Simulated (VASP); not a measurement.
## CaO in VASP 6.6.1, single-point calculation

INCAR

```
NELM = 75
NBANDS = 15
ISIF = 2
PREC = Accurate
LREAL = .FALSE.
EDIFF = 1E-7
ALGO = Eigenval
NSW = 0
LCHARG = .FALSE.
IBRION = -1
LASPH = .TRUE.
ENCUT = 520
ISMEAR = -1
SIGMA = 0.02
GGA = PE
LWAVE = .FALSE.
```

KPOINTS

```
KPOINTS created by Atomic Simulation Environment
0
Gamma
8 8 8
0 0 0
```

POSCAR

```
Ca O
 1.0000000000000000
     0.0000000000000000    2.5840531753999998    2.6067317416000000
     2.5840531753999998    0.0000000000000000    2.6067317416000000
     2.5840531753999998    2.5840531753999998    0.0000000000000000
 Ca  O
   1   1
Cartesian
  0.0000000000000000  0.0000000000000000  0.0000000000000000
  1.2920265876999999  1.2920265876999999  1.3033658708000000
```

The recommended PBE PAW datasets give the neutral cell 16 valence electrons.

Command

```
mpirun -np 1 vasp_std
```

OSZICAR

```
N       E                     dE             d eps       ncg     rms          rms(c)
EIG:   1     0.126128858236E+04    0.12613E+04    0.00000E+00     0   0.000E+00
EIG:   2     0.126128858236E+04   -0.29559E-11    0.00000E+00     0   0.000E+00
EIG:   3     0.126128858236E+04    0.24784E-10    0.00000E+00     0   0.000E+00
EIG:   4     0.126128858236E+04    0.11369E-10    0.00000E+00     0   0.000E+00
EIG:   5     0.126128858236E+04   -0.21828E-10    0.00000E+00     0   0.000E+00    0.523E+01
EIG:   6     0.138111295807E+04    0.11982E+03    0.00000E+00     0   0.000E+00    0.332E+01
EIG:   7     0.147151143677E+04    0.90398E+02    0.00000E+00     0   0.000E+00    0.297E+00
EIG:   8     0.147253216852E+04    0.10207E+01    0.00000E+00     0   0.000E+00    0.206E-01
EIG:   9     0.147253348573E+04    0.13172E-02    0.00000E+00     0   0.000E+00    0.921E-02
EIG:  10     0.147253423026E+04    0.74453E-03    0.00000E+00     0   0.000E+00    0.228E-03
EIG:  11     0.147253423081E+04    0.55753E-06    0.00000E+00     0   0.000E+00    0.111E-03
EIG:  12     0.147253423100E+04    0.18915E-06    0.00000E+00     0   0.000E+00    0.712E-05
EIG:  13     0.147253423103E+04    0.24087E-07    0.00000E+00     0   0.000E+00
   1 F= 0.14725342E+04 E0= 0.14725348E+04  d E =-.113874E-02
```

It converged. Results: gap between bands v and c on the k mesh -13.80 eV (bands overlap: a metal); least direct gap on the k mesh -1.65 eV; pressure 2204.0 GPa. Band v is the last that the valence electrons fill when counted band by band, and c is the next.

Task: Why shouldn't this run be trusted?

Result: No self-consistency without orbitals. On sound settings PBE gives a gap of 3.38 eV on its mesh and a pressure of 3.3 GPa for the intended cell. This run's energy (σ→0) differs from it by 742481 meV an atom.
